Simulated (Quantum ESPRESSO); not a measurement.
# GaN (F-43m) in Quantum ESPRESSO: a series of runs, part 2 of 2

Quantum ESPRESSO 7.5.

## 3. Phonons, PBE

File pw.in:

```
&CONTROL
  calculation = 'scf'
  prefix = 'pwscf'
  outdir = './tmp'
  pseudo_dir = './pseudo'
  tprnfor = .true.
  tstress = .true.
  disk_io = 'low'
/
&SYSTEM
  ibrav = 0
  A = 3.18693112
  nat = 2
  ntyp = 2
  ecutwfc = 56
  ecutrho = 448
  nbnd = 19
  occupations = 'smearing'
  smearing = 'fd'
  degauss = 0.00367493
/
&ELECTRONS
  conv_thr = 4d-10
  electron_maxstep = 120
  mixing_beta = 0.5
/
ATOMIC_SPECIES
Ga    69.7230 ga_pbe_v1.4.uspp.F.UPF
N     14.0070 n_pbe_v1.2.uspp.F.UPF
CELL_PARAMETERS alat
   0.0000000000    0.7071067816    0.7071067816
   0.7071067816    0.0000000000    0.7071067816
   0.7071067816    0.7071067816    0.0000000000
ATOMIC_POSITIONS alat
Ga     0.0000000000    0.0000000000    0.0000000000
N      0.3535533908    0.3535533908    0.3535533908
K_POINTS automatic
4 4 4 1 1 1
```

File relax.in:

```
&CONTROL
  calculation = 'vc-relax'
  prefix = 'pwscf'
  outdir = './tmp'
  pseudo_dir = './pseudo'
  tprnfor = .true.
  tstress = .true.
  disk_io = 'low'
  nstep = 40
  forc_conv_thr = 0.0001
  etot_conv_thr = 1d-06
/
&SYSTEM
  ibrav = 0
  A = 3.18693112
  nat = 2
  ntyp = 2
  ecutwfc = 56
  ecutrho = 448
  nbnd = 19
  occupations = 'smearing'
  smearing = 'fd'
  degauss = 0.00367493
/
&ELECTRONS
  conv_thr = 4d-10
  electron_maxstep = 120
  mixing_beta = 0.5
/
&IONS
  ion_dynamics = 'bfgs'
/
&CELL
  cell_dynamics = 'bfgs'
  press = 0
  press_conv_thr = 0.2
/
ATOMIC_SPECIES
Ga    69.7230 ga_pbe_v1.4.uspp.F.UPF
N     14.0070 n_pbe_v1.2.uspp.F.UPF
CELL_PARAMETERS alat
   0.0000000000    0.7071067816    0.7071067816
   0.7071067816    0.0000000000    0.7071067816
   0.7071067816    0.7071067816    0.0000000000
ATOMIC_POSITIONS alat
Ga     0.0000000000    0.0000000000    0.0000000000
N      0.3535533908    0.3535533908    0.3535533908
K_POINTS automatic
4 4 4 1 1 1
```

File scf2.in:

```
&CONTROL
  calculation = 'scf'
  prefix = 'pwscf'
  outdir = './tmp'
  pseudo_dir = './pseudo'
  tprnfor = .true.
  tstress = .true.
  disk_io = 'low'
/
&SYSTEM
  ibrav = 0
  A = 3.2179392
  nat = 2
  ntyp = 2
  ecutwfc = 56
  ecutrho = 448
  nbnd = 19
  occupations = 'fixed'
/
&ELECTRONS
  conv_thr = 1d-13
  electron_maxstep = 120
  mixing_beta = 0.5
  startingpot = 'file'
  startingwfc = 'file'
/
ATOMIC_SPECIES
Ga    69.7230 ga_pbe_v1.4.uspp.F.UPF
N     14.0070 n_pbe_v1.2.uspp.F.UPF
CELL_PARAMETERS alat
   0.0000000000    0.7071067819    0.7071067819
   0.7071067819    0.0000000000    0.7071067819
   0.7071067819    0.7071067819    0.0000000000
ATOMIC_POSITIONS alat
Ga     0.0000000000    0.0000000000    0.0000000000
N      0.3535533910    0.3535533910    0.3535533910
K_POINTS automatic
4 4 4 1 1 1
```

File ph.in:

```
phonons of GaN
&INPUTPH
  prefix = 'pwscf'
  outdir = './tmp'
  tr2_ph = 1d-18
  fildyn = 'dyn'
  niter_ph = 90
  alpha_mix(1) = 0.7
  epsil = .true.
/
0.0000000000 0.0000000000 0.0000000000
```

File dynmat.in:

```
&INPUT
  fildyn = 'dyn'
  asr = 'crystal'
  lperm = .true.
  filout = 'dynmat.disp'
  fileig = 'dynmat.eig'
/
```

File dynmat_lo.in:

```
&INPUT
  fildyn = 'dyn'
  asr = 'crystal'
  filout = 'dynmat_lo.disp'
  fileig = 'dynmat_lo.eig'
  q(1) = 0
  q(2) = 0
  q(3) = 1
/
```

Potentials or basis: GBRV 1.5 PBE.

Command:

```console
OMP_NUM_THREADS=1 pw.x -in pw.in > pw.out
OMP_NUM_THREADS=1 pw.x -in relax.in > relax.out
OMP_NUM_THREADS=1 pw.x -in scf2.in > scf2.out
OMP_NUM_THREADS=1 ph.x -in ph.in > ph.out
OMP_NUM_THREADS=1 dynmat.x -in dynmat.in > dynmat.out
OMP_NUM_THREADS=1 dynmat.x -in dynmat_lo.in > dynmat_lo.out
```

pw.out:

```text
This program is part of the open-source Quantum ESPRESSO suite
     for quantum simulation of materials; please cite
[... 9 lines left out ...]
     --------------------
     sticks:   dense  smooth     PW     G-vecs:    dense   smooth      PW
     Sum        1123     559    169                24693     8801    1471

     Using Slab Decomposition

     bravais-lattice index     =            0
     lattice parameter (alat)  =       6.0224  a.u.
     unit-cell volume          =     154.4542 (a.u.)^3
     number of atoms/cell      =            2
     number of atomic types    =            2
     number of electrons       =        24.00
     number of Kohn-Sham states=           19
     kinetic-energy cutoff     =      56.0000  Ry
     charge density cutoff     =     448.0000  Ry
     scf convergence threshold =      4.0E-10
     mixing beta               =       0.5000
     number of iterations used =            8  plain     mixing
     Exchange-correlation= SLA  PW   PBE  PBE
                           (   1   4   3   4   0   0   0)

     celldm(1)=   6.022427  celldm(2)=   0.000000  celldm(3)=   0.000000
     celldm(4)=   0.000000  celldm(5)=   0.000000  celldm(6)=   0.000000

     crystal axes: (cart. coord. in units of alat)
               a(1) = (   0.000000   0.707107   0.707107 )
               a(2) = (   0.707107   0.000000   0.707107 )
               a(3) = (   0.707107   0.707107   0.000000 )

     reciprocal axes: (cart. coord. in units 2 pi/alat)
               b(1) = ( -0.707107  0.707107  0.707107 )
               b(2) = (  0.707107 -0.707107  0.707107 )
               b(3) = (  0.707107  0.707107 -0.707107 )

     PseudoPot. # 1 for Ga read from file:
     ga_pbe_v1.4.uspp.F.UPF
     Pseudo is Ultrasoft + core correction, Zval = 19.0
     Generated by new atomic code, or converted to UPF format
     Using radial grid of  871 points,  6 beta functions with:
                l(1) =   0
                l(2) =   0
                l(3) =   1
                l(4) =   1
                l(5) =   2
                l(6) =   2
     Q(r) pseudized with  8 coefficients,  rinner =    1.250   1.250   1.250
                                                       1.250   1.250

     PseudoPot. # 2 for N  read from file:
     n_pbe_v1.2.uspp.F.UPF
     Pseudo is Ultrasoft + core correction, Zval =  5.0
     Generated by new atomic code, or converted to UPF format
     Using radial grid of  729 points,  4 beta functions with:
                l(1) =   0
                l(2) =   0
                l(3) =   1
                l(4) =   1
     Q(r) pseudized with  8 coefficients,  rinner =    0.900   0.900   0.900

     atomic species   valence    mass     pseudopotential
     Ga               19.00    69.72300     Ga( 1.00)
     N                 5.00    14.00700     N ( 1.00)

     24 Sym. Ops. (no inversion) found

   Cartesian axes

     site n.     atom                  positions (alat units)
         1        Ga     tau(   1) = (   0.0000000   0.0000000   0.0000000  )
         2        N      tau(   2) = (   0.3535534   0.3535534   0.3535534  )

     number of k points=    10  Fermi-Dirac smearing, width (Ry)=  0.0037
                       cart. coord. in units 2pi/alat
        k(    1) = (   0.0883883   0.0883883   0.0883883), wk =   0.0625000
        k(    2) = (   0.2651650   0.2651650  -0.0883883), wk =   0.1875000
        k(    3) = (  -0.2651650  -0.2651650   0.4419417), wk =   0.1875000
        k(    4) = (  -0.0883883  -0.0883883   0.2651650), wk =   0.1875000
        k(    5) = (   0.4419417   0.0883883   0.0883883), wk =   0.1875000
        k(    6) = (  -0.0883883  -0.4419417   0.6187184), wk =   0.3750000
        k(    7) = (   0.0883883  -0.2651650   0.4419417), wk =   0.3750000
        k(    8) = (  -0.6187184   0.0883883   0.0883883), wk =   0.1875000
        k(    9) = (   0.2651650   0.2651650   0.2651650), wk =   0.0625000
        k(   10) = (  -0.2651650  -0.2651650   0.7954951), wk =   0.1875000

     Dense  grid:    24693 G-vectors     FFT dimensions: (  45,  45,  45)

     Smooth grid:     8801 G-vectors     FFT dimensions: (  30,  30,  30)

     Check: negative core charge=   -0.000001

     Initial potential from superposition of free atoms

     starting charge      23.0000, renormalised to      24.0000
     Starting wfcs are   16 randomized atomic wfcs +    3 random wfcs

     Self-consistent Calculation

     iteration #  1     ecut=    56.00 Ry     beta= 0.50
     Davidson diagonalization with overlap
     ethr =  1.00E-02,  avg # of iterations =  5.4

     total energy              =    -432.89564007 Ry
     estimated scf accuracy    <       5.61220100 Ry

     iteration #  2     ecut=    56.00 Ry     beta= 0.50
     Davidson diagonalization with overlap
     ethr =  1.00E-02,  avg # of iterations =  2.0

     total energy              =    -435.33070435 Ry
     estimated scf accuracy    <       1.74874254 Ry

     iteration #  3     ecut=    56.00 Ry     beta= 0.50
     Davidson diagonalization with overlap
     ethr =  7.29E-03,  avg # of iterations =  1.6

     total energy              =    -435.55022603 Ry
     estimated scf accuracy    <       0.09609959 Ry

     iteration #  4     ecut=    56.00 Ry     beta= 0.50
     Davidson diagonalization with overlap
     ethr =  4.00E-04,  avg # of iterations =  1.3

     total energy              =    -435.54303151 Ry
     estimated scf accuracy    <       0.02259769 Ry

     iteration #  5     ecut=    56.00 Ry     beta= 0.50
     Davidson diagonalization with overlap
     ethr =  9.42E-05,  avg # of iterations =  2.0

     total energy              =    -435.54951617 Ry
     estimated scf accuracy    <       0.00230108 Ry

     iteration #  6     ecut=    56.00 Ry     beta= 0.50
     Davidson diagonalization with overlap
     ethr =  9.59E-06,  avg # of iterations =  2.9

     total energy              =    -435.55004868 Ry
     estimated scf accuracy    <       0.00000396 Ry

     iteration #  7     ecut=    56.00 Ry     beta= 0.50
     Davidson diagonalization with overlap
     ethr =  1.65E-08,  avg # of iterations =  5.2

     total energy              =    -435.55006990 Ry
     estimated scf accuracy    <       0.00000308 Ry

     iteration #  8     ecut=    56.00 Ry     beta= 0.50
     Davidson diagonalization with overlap
     ethr =  1.28E-08,  avg # of iterations =  2.0

     total energy              =    -435.55007049 Ry
     estimated scf accuracy    <       0.00000003 Ry

     iteration #  9     ecut=    56.00 Ry     beta= 0.50
     Davidson diagonalization with overlap
     ethr =  1.33E-10,  avg # of iterations =  3.6

     total energy              =    -435.55007050 Ry
     estimated scf accuracy    <          1.6E-09 Ry

     iteration # 10     ecut=    56.00 Ry     beta= 0.50
     Davidson diagonalization with overlap
     ethr =  6.71E-12,  avg # of iterations =  2.5

     End of self-consistent calculation

          k = 0.0884 0.0884 0.0884 (  1085 PWs)   bands (ev):

   -81.8724 -81.8722 -81.8722  -4.9311  -2.5679  -2.5679  -2.5249  -2.2680
    -2.2680   9.3072  10.6667  10.6667  13.7143  20.4363  21.3866  21.3866
    28.0014  28.0014  28.0912

          k = 0.2652 0.2652-0.0884 (  1094 PWs)   bands (ev):

   -81.8731 -81.8725 -81.8723  -4.3585  -2.5032  -2.4984  -2.2799  -2.2684
    -1.8937   6.2389   9.0866  10.2588  15.8765  19.3032  20.7611  21.8214
    26.5543  27.6880  30.1236

          k =-0.2652-0.2652 0.4419 (  1097 PWs)   bands (ev):

   -81.8735 -81.8725 -81.8725  -4.1465  -2.4967  -2.4676  -2.2610  -2.2177
    -0.9805   4.1296   9.0294   9.5646  16.2862  18.7194  21.1437  21.7446
    27.0236  29.4875  30.8098

          k =-0.0884-0.0884 0.2652 (  1089 PWs)   bands (ev):

   -81.8727 -81.8724 -81.8723  -4.5704  -2.5219  -2.5033  -2.3729  -2.2430
    -2.2225   7.6598   9.9031   9.9928  15.1532  19.1888  21.4965  22.0650
    24.6975  29.6198  29.8087

          k = 0.4419 0.0884 0.0884 (  1081 PWs)   bands (ev):

   -81.8732 -81.8726 -81.8726  -4.1837  -2.4539  -2.3994  -2.3801  -2.2124
    -1.5856   6.1258   8.6413   8.9546  15.6925  18.1618  21.3176  23.2193
    24.2544  32.3085  32.5196

          k =-0.0884-0.4419 0.6187 (  1094 PWs)   bands (ev):

   -81.8733 -81.8730 -81.8727  -4.0236  -2.4582  -2.3917  -2.2926  -2.2331
    -0.4862   4.9731   6.9757   8.2068  16.5837  18.7655  21.1325  22.8985
    25.5296  30.6007  33.9583

          k = 0.0884-0.2652 0.4419 (  1090 PWs)   bands (ev):

   -81.8733 -81.8727 -81.8725  -4.1342  -2.4780  -2.4331  -2.3136  -2.2316
    -1.1699   5.1906   7.9938   9.3083  16.9734  18.3533  20.4677  22.6331
    25.9850  30.0016  31.9093

          k =-0.6187 0.0884 0.0884 (  1098 PWs)   bands (ev):

   -81.8734 -81.8728 -81.8727  -4.0225  -2.4816  -2.3201  -2.3103  -2.2003
    -0.6936   4.9867   7.6288   8.3481  14.9147  17.9731  22.1525  24.2859
    24.4662  33.1500  33.9696

          k = 0.2652 0.2652 0.2652 (  1095 PWs)   bands (ev):

   -81.8734 -81.8724 -81.8724  -4.2640  -2.5043  -2.5043  -2.2358  -2.2358
    -1.5399   4.8204   9.9850   9.9850  15.4002  19.4831  21.3697  21.3697
    26.3962  29.0478  29.0478

          k =-0.2652-0.2652 0.7955 (  1102 PWs)   bands (ev):

   -81.8733 -81.8729 -81.8725  -4.0689  -2.4833  -2.3991  -2.2945  -2.2466
    -0.6836   4.6844   7.1790   9.2540  17.0008  18.3123  21.0705  22.6630
    26.3840  29.3068  32.3774

     the Fermi energy is    12.5616 ev

!    total energy              =    -435.55007051 Ry
     estimated scf accuracy    <          1.0E-10 Ry
     smearing contrib. (-TS)   =      -0.00000000 Ry
     internal energy E=F+TS    =    -435.55007051 Ry

     The total energy is F=E-TS. E is the sum of the following terms:
     one-electron contribution =    -337.19622097 Ry
     hartree contribution      =     181.40810638 Ry
     xc contribution           =     -54.08095793 Ry
     ewald contribution        =    -225.68099800 Ry

     convergence has been achieved in  10 iterations

     Forces acting on atoms (cartesian axes, Ry/au):

     atom    1 type  1   force =    -0.00000000    0.00000000    0.00000000
     atom    2 type  2   force =     0.00000000   -0.00000000   -0.00000000

     Total force =     0.000000     Total SCF correction =     0.000000

     Computing stress (Cartesian axis) and pressure

          total   stress  (Ry/bohr**3)                   (kbar)     P=       53.69
   0.00036496   0.00000000   0.00000000           53.69        0.00        0.00
   0.00000000   0.00036496  -0.00000000            0.00       53.69       -0.00
   0.00000000  -0.00000000   0.00036496            0.00       -0.00       53.69

=------------------------------------------------------------------------------=
   JOB DONE.
=------------------------------------------------------------------------------=
```

Run time: 5.7 min. Hardware: 1 thread of Intel Xeon at 2.50GHz (Skylake/Cascade Lake), shared host; peak memory 0.14 GiB.

Results:

```yaml
Free_energy: -5925.9722 eV
Relaxed_volume: 11.78 Å³/atom
Relaxed_cell: a = 3.218 Å, b = 3.218 Å, c = 3.218 Å, α = 60.00°, β = 60.00°, γ = 60.00°
Space_group_after_relaxing_to_0.05_Å: F-43m (No. 216)
Pressure_after_relaxing: 0.0 GPa
Electronic_dielectric_tensor_diagonal: 6.09
Born_charges_mean_of_the_diagonal: Ga +2.69; N -2.70 e
Highest_phonon_frequency_at_Γ_LO-TO_splitting_left_out: 516 cm⁻¹
Static_dielectric_tensor_diagonal: 10.98
```

Step by step:
| step | energy change (eV) | largest force (eV/Å) | pressure (GPa) | volume (Å³) |
| --- | --- | --- | --- | --- |
| 1 | 0.0000 | 0.0000 | 5.37 | 22.89 |
| 2 | -0.0109 | 0.0000 | 0.28 | 23.52 |
| 3 | -0.0109 | 0.0000 | 0.04 | 23.56 |
| 4 | -0.0109 | 0.0000 | -0.01 | 23.56 |

Final structure:
```
CELL_PARAMETERS angstrom
0.00000 2.27543 2.27543
2.27543 0.00000 2.27543
2.27543 2.27543 0.00000
ATOMIC_POSITIONS crystal
Ga 0.00000 0.00000 0.00000
N 0.25000 0.25000 0.25000
```

Levels at points of the mesh, in eV from the valence-band top:
| k point | band 9 | band 10 | band 11 | band 12 | band 13 | band 14 | band 15 | band 16 |
| --- | --- | --- | --- | --- | --- | --- | --- | --- |
| (0.12, 0.12, 0.12) | -12.95 | -1.37 | 0.00 | 0.00 | 2.88 | 9.58 | 10.52 | 10.52 |

Phonon frequencies in cm⁻¹ (negative: imaginary):
```
              q point        frequencies
(0.000, 0.000, 0.000)  2 2 2 516 516 516
```

Electronic dielectric tensor:
```
6.09 0.00 0.00
0.00 6.09 0.00
0.00 0.00 6.09
```

Born effective charge tensors (e):
atom 1, Ga
```
2.69 0.00 0.00
0.00 2.69 0.00
0.00 0.00 2.69
```
atom 2, N
```
-2.70  0.00  0.00
 0.00 -2.70  0.00
 0.00  0.00 -2.70
```

Optical modes at Γ, degenerate ones joined, polar ones without the macroscopic field:
```tsv
cm⁻¹	components	symmetry	active in	IR intensity, summed ((D/Å)²/amu)
516	3	T2	IR and Raman	43.10
```

Zone-centre frequencies without and with the macroscopic field along z (cm⁻¹):
```csv
,optical modes in rising order
without,516 516 516
with the field,516 516 692
```

Static dielectric tensor, electrons and zone-centre modes:
```
10.98  0.00  0.00
 0.00 10.98  0.00
 0.00  0.00 10.98
```

Caveat: the k mesh is coarse (spacing up to 0.60 Å⁻¹), so the values aren't converged.
